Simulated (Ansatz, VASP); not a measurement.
# Si54C53Se (Se_C): VASP beside Ansatz

One calculation is typed for both programs; each brings its own data sets. How far apart do they land? The cell is taken from a series of runs on this material, whose earlier steps may have relaxed, scaled, displaced or heated it; both programs get it as it stands.

Program: Ansatz 0.2.0. Level of theory: plane waves, with VASP 6.6.1 beside it; single point at r2SCAN. Results are calculated unless marked as measured.

### Step 1. Set-up

The cell holds 108 atoms: 54 Si, 53 C and 1 Se. Cell: a = 9.236 Å, b = 9.236 Å, c = 15.108 Å, α = 90.0°, β = 90.0°, γ = 120.0°. It derives from SiC (SiC (P6_3mc)). Nearest the centre at fractional (0.556, 0.444, 0.542): Se108 at 0.06 Å, Si47 at 2.19 Å, Si29 at 2.26 Å, Si53 at 2.27 Å, Si27 at 2.36 Å, C77 at 3.10 Å, C100 at 3.10 Å, C65 at 3.11 Å.

### Step 2. VASP: single point, r2SCAN

A single point gives forces, pressure and levels at one fixed geometry, so differences don't come from the geometry; what else differs is listed under the comparison.

Lines of VASP's logs that name or quote its potential files are left out, and so is its time.

Input file INCAR:

```
SYSTEM = Si54C53Se
PREC = Accurate
ENCUT = 580
EDIFF = 1E-06
NELM = 120
ISMEAR = -1
SIGMA = 0.01
LREAL = Auto
ALGO = Normal
METAGGA = R2SCAN
LASPH = .TRUE.
NBANDS = 296
LORBIT = 11
LWAVE = .FALSE.
LCHARG = .FALSE.
ISIF = 2
ISYM = 0
GGA_COMPAT = .FALSE.
EFERMI = MIDGAP
LMIXTAU = .TRUE.
KPAR = 4
```

Input file POSCAR:

```
Si54C53Se
1.0
    9.2359949282      0.0000000000      0.0000000000
   -4.6179974641      7.9986062370      0.0000000000
    0.0000000000      0.0000000000     15.1078644027
Si C Se
54 53 1
Direct
    0.1123010998      0.2210753192      0.8332351124
    0.2201128511      0.1104672945      0.3300541660
    0.2224663161      0.1094105974      0.6681713520
[... 1 atom line left out ...]
    0.9985575428      0.0020222368      0.4987924942
[... 2 atom lines left out ...]
    0.2200994522      0.4467908000      0.3305695814
    0.2218136780      0.4447337962      0.6673463158
[... 1 atom line left out ...]
    0.9998363070      0.3334091582      0.4995896428
[... 5 atom lines left out ...]
    0.0011127135      0.6679839295      0.4993163313
[... 1 atom line left out ...]
    0.4445908293      0.2202920536      0.8358863427
    0.5537437847      0.1104207528      0.3306577985
    0.5555697553      0.1103775316      0.6673154773
[... 1 atom line left out ...]
    0.3323640847      0.9993321588      0.4993194130
[... 1 atom line left out ...]
    0.4452177206      0.5550223625      0.8358445868
    0.5548091281      0.4461994551      0.3323105304
    0.5567142111      0.4439189095      0.6974617573
[... 1 atom line left out ...]
    0.2890805134      0.3115575507      0.4912021089
[... 2 atom lines left out ...]
    0.5542757100      0.7809051523      0.3305345756
    0.5558253355      0.7788370385      0.6673674986
[... 1 atom line left out ...]
    0.3330957212      0.6675427646      0.4991108166
[... 5 atom lines left out ...]
    0.6671914041      0.0009282377      0.4995946605
[... 1 atom line left out ...]
    0.7797506737      0.5554886849      0.8358656146
    0.8904326182      0.4471619486      0.3306654085
    0.8902045491      0.4448310147      0.6672212311
[... 1 atom line left out ...]
    0.6846309466      0.3155905837      0.4923780013
[... 2 atom lines left out ...]
    0.8905263776      0.7808740350      0.3300558407
    0.8912141042      0.7781171994      0.6681766952
[... 1 atom line left out ...]
    0.6892665282      0.7116379110      0.4912180310
[... 3 atom lines left out ...]
    0.1121884551      0.2219162255      0.7080575922
[... 1 atom line left out ...]
    0.2189026406      0.1063721497      0.5426000011
[... 5 atom lines left out ...]
    0.2191893082      0.4460116113      0.5421094374
[... 2 atom lines left out ...]
    0.9987484244      0.6686359413      0.3737710079
[... 5 atom lines left out ...]
    0.3323073940      0.0022038631      0.3737752706
    0.4423577222      0.2161886465      0.7112432398
[... 1 atom line left out ...]
    0.5541178587      0.1079616858      0.5415757814
[... 2 atom lines left out ...]
    0.3290458181      0.3332937703      0.3709137362
    0.4426081056      0.5578593356      0.7110821979
[... 3 atom lines left out ...]
    0.3327305493      0.6683974060      0.3737184136
[... 2 atom lines left out ...]
    0.5546485802      0.7814340985      0.5420764759
[... 3 atom lines left out ...]
    0.7783580542      0.2223083159      0.7082801956
[... 4 atom lines left out ...]
    0.6670281467      0.3337675596      0.3714789954
    0.7846069428      0.5583408841      0.7111904007
[... 1 atom line left out ...]
    0.8922119012      0.4459185930      0.5415033349
[... 2 atom lines left out ...]
    0.6678645156      0.6720422724      0.3709375044
    0.7784685286      0.8882270233      0.7080577829
[... 1 atom line left out ...]
    0.8943653188      0.7816925839      0.5426705398
[... 1 atom line left out ...]
    0.5536798461      0.4470145341      0.5446321711
```

Input file KPOINTS:

```
Points of the shifted mesh
8
Reciprocal
 0.2500000000  0.2500000000  0.2500000000 1
 0.2500000000  0.2500000000  0.7500000000 1
 0.2500000000  0.7500000000  0.2500000000 1
 0.2500000000  0.7500000000  0.7500000000 1
 0.7500000000  0.2500000000  0.2500000000 1
 0.7500000000  0.2500000000  0.7500000000 1
 0.7500000000  0.7500000000  0.2500000000 1
 0.7500000000  0.7500000000  0.7500000000 1
```

Potentials, in the order of the species: Si, C and Se (PBE family, release 64).

Launch:

```console
> mpirun -np 8 vasp_std
```

Numbers of over 12 decimals in the logs are rounded to 6 here.

Log:

```text
[banner, memory and clock lines left out]
running    8 mpi-ranks, on    1 nodes
[...]
|                                                                             |
|           W    W    AA    RRRRR   N    N  II  N    N   GGGG   !!!           |
|           W    W   A  A   R    R  NN   N  II  NN   N  G    G  !!!           |
|           W    W  A    A  R    R  N N  N  II  N N  N  G       !!!           |
|           W WW W  AAAAAA  RRRRR   N  N N  II  N  N N  G  GGG   !            |
|           WW  WW  A    A  R   R   N   NN  II  N   NN  G    G                |
|           W    W  A    A  R    R  N    N  II  N    N   GGGG   !!!           |
|                                                                             |
|     For optimal performance we recommend to set                             |
|       NCORE = 2 up to number-of-cores-per-socket                            |
|     NCORE specifies how many cores store one orbital (NPAR=cpu/NCORE).      |
|     This setting can greatly improve the performance of VASP for DFT.       |
[...]
|               ----> ADVICE to this user running VASP <----                  |
|                                                                             |
|     You enforced a specific xc type in the INCAR file but a different       |
|     [... a line on the potential file left out ...]
|     I HOPE YOU KNOW WHAT YOU ARE DOING!                                     |
|                                                                             |

 LDA part: xc-table for (None), standard interpolation
 POSCAR, INCAR and KPOINTS ok, starting setup
[...]
entering main loop
       N       E                     dE             d eps       ncg     rms          rms(c)
DAV:   1     0.122246542986E+04    0.12225E+04   -0.21871E+05  4736   0.150E+03
DAV:   2    -0.103608931606E+04   -0.22586E+04   -0.21277E+04  5736   0.254E+02
DAV:   3    -0.120107614702E+04   -0.16499E+03   -0.16306E+03  5824   0.633E+01
DAV:   4    -0.120481256396E+04   -0.37364E+01   -0.37182E+01  5744   0.104E+01
[...]
DAV:  20    -0.104258766839E+04    0.37919E-04   -0.14269E-04  5024   0.359E-02    0.165E-02
DAV:  21    -0.104258778492E+04   -0.11653E-03   -0.34646E-05  5128   0.179E-02    0.120E-02
DAV:  22    -0.104258778580E+04   -0.88163E-06   -0.44837E-06  5544   0.466E-03
   1 F= -.10425878E+04 E0= -.10425878E+04  d E =-.160869E-06
```

From OUTCAR (step 2):

```text
  FREE ENERGIE OF THE ION-ELECTRON SYSTEM (eV)
  ---------------------------------------------------
  free  energy   TOTEN  =     -1042.5877858017 eV

  energy  without entropy=    -1042.5877856408  energy(sigma->0) =    -1042.58778572
```

The run ends at a pressure of 2.61 GPa, with forces up to 0.38 eV/Å.

### Step 3. Ansatz: single point, r2SCAN

Ansatz runs on its PAW soft_1 files.

The same cell, functional, mesh and smearing now go to Ansatz.

Input file input.yaml:

```yaml
crystal:
  checkpoint: "../q0.relax.run"
  host: checkpoint
basis:
  ecutwfc: 500
  xc_grid: 2
hamiltonian:
  xc: r2scan
  pseudopotentials: { kind: paw, azcp: { folder: soft_1 } }
kpoints:
  mp_grid: { grid: [2, 2, 2], shift: [0.5, 0.5, 0.5] }
scf:
  occupations: { method: fermi_dirac, width: 0.01 }
  max_iter: 100
output:
  forces: true
  eigenvalues: true
  charged_corrections:
    epsilon: [7.09, 7.09, 7.35]
    static_epsilon: [10.43, 10.43, 10.95]
    defect_position: [0.555556, 0.444444, 0.541528]
  eigenstates: { localisation: true }
  populations: true
  band_densities: [{ bands: [v1, v1] }, { bands: [c1, c1] }]
  write_density: true
  write_potential: true
  volumetric_format: npy
checkpoint:
  read: "../q0.relax.run"
  write: "../q0.point.run"
  compress: false
  write_wavefunctions: false
  write_every: 100000
```

Launch:

```console
> ansatz run input.yaml --threads 4 --pin off --max-ram 15073MiB --backend cpu --events-out ev --progress --plain --runs-dir out
```

Log:

```text
crystal.checkpoint: the structure is that of <dir>, a `relax` run, at its step 8: its result, under r2scan at a charge of 0 e; 108 atoms read, 0 with a starting moment; crystal.structure_sha256 for this input is
Engine: ansatz 0.2.0, x86_64-unknown-linux-gnu
Pseudopotentials: kind: paw
Pseudopotential: Si, paw, valence charge 4, recommended cutoff 500 eV (meta_gga), soft_1/Si.paw.azcp
Pseudopotential: C, paw, valence charge 4, recommended cutoff 500 eV (meta_gga), soft_1/C.paw.azcp
Pseudopotential: Se, paw, valence charge 16, recommended cutoff 500 eV (meta_gga), soft_1/Se.paw.azcp
Functional definition: r2SCAN
  parameter k0 = 0.174
  parameter k1 = 0.065
  parameter a1 = 4.9479
  exchange = r2scan_x(k0 = k0, k1 = k1, a1 = a1)
  correlation = r2scan_c
Crystal: 108 atoms, lattice volume = 1116.095 Å³
Basis set: ecut = 500 eV, 28399 PW (Γ), exchange–correlation on 144×144×240 points (8 copies of the dense FFT grid, shifted against one another)
Bands: 330, of which v1, the nominal top of the filled ones, is band 222 counted from 1 (221 counted from 0)
Symmetry: 1 space group operations
Space group: P1 (ITA 1), of the structure as read, at distance tolerance 1.0e-4 Å
k-points: 4 of 8 (time reversal used)
Non-local potential: Si, projectors of the file, l = 0: 2, l = 1: 2, l = 2: 1
Non-local potential: C, projectors of the file, l = 0: 2, l = 1: 2, l = 2: 1
Non-local potential: Se, projectors of the file, l = 0: 2, l = 1: 2, l = 2: 3, l = 3: 1
PAW form: soft (Blöchl's): semilocal exchange-correlation on the pseudo side does not see the compensation charge
PAW frozen core: Si, regenerated for the run's functional (the file was generated under x = pbe(κ = 0.804, μ = 0.219515), c = pbe(β = 0.066725))
PAW frozen core: C, regenerated for the run's functional (the file was generated under x = pbe(κ = 0.804, μ = 0.219515), c = pbe(β = 0.066725))
PAW frozen core: Se, regenerated for the run's functional (the file was generated under x = pbe(κ = 0.804, μ = 0.219515), c = pbe(β = 0.066725))
PAW one-centre angular grid: Si, 302 points (default); XC on 160 Gauss nodes
PAW one-centre angular grid: C, 302 points (default); XC on 219 of its mesh's 2255 points in the sphere
PAW one-centre angular grid: Se, 590 points (default); XC on 160 Gauss nodes
Initial density: read from a saved state, or passed on in memory by an earlier SCF of this step, an earlier step, the calling program or the single point that the run made first
Initial wavefunctions: pseudopotential atomic-orbital guess — the wavefunctions supplied were not used: k-point sampling differs
Functional: x = r2scan, c = r2scan; τ floored in thin density (d = 2e-4 eV/Å³)
iter 1 solved again at ethr=2.04e-5 eV; its pass at ethr=3.10e-3 eV (dr2=9.07e-2 eV) is discarded
SCF iter   1: F=—  HF=-53352.812064 eV  |F-HF|=—  |Δ(HF+E_count)|=         —  Δρ=3.05e-3  dr2=8.84e-2  dr2_τ=4.58e-3  ethr=2.04e-5  ⟨swp⟩=9.2  Hψ=9787  notcnv=0  defer=1
preconditioner: auto → Resta (q_TF=auto, 2.340 Å⁻¹)  ε∞=4.3  [insulator: Δε(μ)=0.297 eV  Ē_g=12.762 eV  σ=0.010 eV  W_gap=1.00  n_scr=244 (ndim 8)  ℏωp=23.2 eV  f_vac=0.000  D(μ)=0.00/eV (n_scr^D=0)  ε∞_Penn≈4.3]
SCF iter   2: F=—  HF=-53352.810903 eV  |F-HF|=—  |Δ(HF+E_count)|=   1.16e-3  Δρ=1.67e-3  dr2=2.16e-2  dr2_τ=5.43e-4  ethr=1.99e-5  ⟨swp⟩=6.0  Hψ=2627  notcnv=0  defer=1
SCF iter   3: F=—  HF=-53352.815313 eV  |F-HF|=—  |Δ(HF+E_count)|=   4.41e-3  Δρ=3.74e-4  dr2=1.34e-3  dr2_τ=7.64e-5  ethr=4.86e-6  ⟨swp⟩=4.5  Hψ=2065  notcnv=0  defer=3
SCF iter   4: F=—  HF=-53352.815865 eV  |F-HF|=—  |Δ(HF+E_count)|=   5.53e-4  Δρ=6.18e-5  dr2=7.44e-5  dr2_τ=2.08e-6  ethr=3.02e-7  ⟨swp⟩=2.5  Hψ=2206  notcnv=0
SCF iter   5: F=—  HF=-53352.815382 eV  |F-HF|=—  |Δ(HF+E_count)|=   4.83e-4  Δρ=2.38e-5  dr2=1.89e-5  dr2_τ=2.83e-7  ethr=1.68e-8  ⟨swp⟩=2.0  Hψ=2258  notcnv=0  defer=1
SCF iter   6: F=—  HF=-53352.815382 eV  |F-HF|=—  |Δ(HF+E_count)|=   4.11e-7  Δρ=7.78e-6  dr2=2.12e-6  dr2_τ=4.41e-8  ethr=4.26e-9  ⟨swp⟩=2.0  Hψ=2109  notcnv=0  defer=1
SCF iter   7: F=-53352.815382 eV  HF=-53352.815382 eV  |F-HF|=6.35e-9  |Δ(HF+E_count)|=   9.11e-8  Δρ=1.84e-6  dr2=4.12e-8  dr2_τ=2.25e-9  ethr=2.25e-11  ⟨swp⟩=13.5  Hψ=10657  notcnv=0
SCF 1 converged in 7 iterations: F = -53352.815382 eV  dr2 = 4.12e-8
  greatest PAW one-centre occupation: 1.000 electrons in one spin orbital (limit 2), on the Se atom at site 58 (counted from 0), in its partial waves of l = 2
SCF converged after 7 iterations
Free energy (F): -53352.815382 eV
Harris-Foulkes:  -53352.815382 eV  (|F-HF|=6.35e-9)
Internal energy: -53352.815382 eV  (E = F + TS)
E sigma→0 (E₀):  -53352.815382 eV
Entropy (-TS):   -0.000000 eV (-0.000 meV/atom)
Fermi energy:    12.066166 eV
--- Per-component energies (eV) ---
  E_band       = 1054.797558
  E_kinetic    = 7277.614852
  E_local      = -8253.814500  (includes V_loc(G=0)·N_el)
  E_nonlocal   = 2001.291793
[...]
k-point 3: bands = [... 218 lower, 9.2784, 9.3388, 9.5320, 11.9105, 12.2030, 12.5640, 12.6463, 12.9351, ... 104 higher]
--- Löwdin populations: 108 sites ---
  site symbol       q [e]
     0     Si      2.9354
     1     Si      2.9332
     2     Si      2.9507
     3     Si      2.9448
     4     Si      2.9788
     5     Si      2.9439
     6      C      4.9850
     7      C      4.9829
     8      C      4.9839
     9      C      4.9772
    10      C      4.9760
    11      C      4.9768
    12     Si      2.9309
    13     Si      2.9342
    14     Si      2.9525
    15     Si      2.9436
    16     Si      2.9690
    17     Si      2.9450
    18      C      4.9841
    19      C      4.9840
    20      C      4.9694
    21      C      4.9757
    22      C      4.9811
    23      C      4.9785
[...]
100     Si      3.0715
   101     Si      2.9428
   102      C      4.9883
   103      C      4.9797
   104      C      4.9840
   105      C      4.9772
   106      C      4.9760
   107      C      4.9769
  spilling = 0.010527 (of n_electrons = 444.000000)
--- Band densities, each state counted as filled ---
  window                                       electrons  max residual (eV)  cut levels
  bands: [v1, v1]                               2.000000             3.2e-9           0
  bands: [c1, c1]                               2.000000             2.6e-4           0
```

In the SCF lines HF is the Harris–Foulkes energy and dr2 the Hartree energy of the density residual, in eV; the loop may stop once dr2 is under the threshold and the program's other checks hold. Hψ counts applications of the Hamiltonian.

### Step 4. Differences

Known differences besides the potentials themselves: VASP keeps PBE cores, Ansatz makes them for the functional; the data sets hold 444 valence electrons in Ansatz (on its PAW soft_1 files) and 434 in VASP; the cutoff is 500 eV in Ansatz and 580 eV in VASP (PREC = Accurate, projectors in real space). Total energies have different zeros and are not compared.

Compared:

```
              quantity  Ansatz   VASP  difference
gap on the k mesh (eV)   0.282  0.283      -0.002
```

Forces on 10 of the 108 atoms, those with the largest forces and the largest differences (eV/Å; atoms numbered as in POSCAR):

```
 atom         Ansatz x, y, z           VASP x, y, z
  Si5   0.217, -0.120, 0.289   0.220, -0.123, 0.290
 Si29   0.211, -0.075, 0.188   0.207, -0.077, 0.187
 Si39   0.174, -0.110, 0.118   0.174, -0.109, 0.116
 Si41    0.008, 0.070, 0.008    0.001, 0.068, 0.011
 Si47  0.103, -0.057, -0.035  0.111, -0.061, -0.034
 Si53   0.157, -0.135, 0.195   0.155, -0.131, 0.193
  C59  -0.133, 0.160, -0.186  -0.132, 0.160, -0.186
  C62  0.180, -0.099, -0.064  0.180, -0.100, -0.063
 C106  -0.213, 0.033, -0.206  -0.212, 0.032, -0.206
Se108   0.029, -0.022, 0.036   0.032, -0.022, 0.045
```

The forces differ by 2.0 meV/Å r.m.s., which is 2.8 % of the r.m.s. force of 0.071 eV/Å (both taken over all components). A gap on the mesh is an upper bound, since the band edges may lie between its points.

### Step 5. Results

```yaml
r_m_s_force_difference_single_point_r2scan: 2.0 meV/Å
```

**Reading.** The r.m.s. force difference is 2.0 meV/Å (single point, r2SCAN), within the 12 meV/Å picked in this series as the mark of a large difference. The data sets hold unlike numbers of valence electrons (444 in Ansatz and 434 in VASP), so part of the differences comes from the potentials. Such differences can come from data sets, numerical settings and the points named under the comparisons, not from the functional's error against experiment.

[Lines on the potential files, build, host, timing and source positions are cut from VASP's logs without a mark.]

[Logs are printed without paths, hosts, clocks, repeated set-up lines and the standing remarks that a program may print on its own settings, such as how far it seeks lower states.]

[Hosts, paths, dates, database ids (printed as entryN), source tags and the programs' standing remarks are cut or masked in the printed files.]
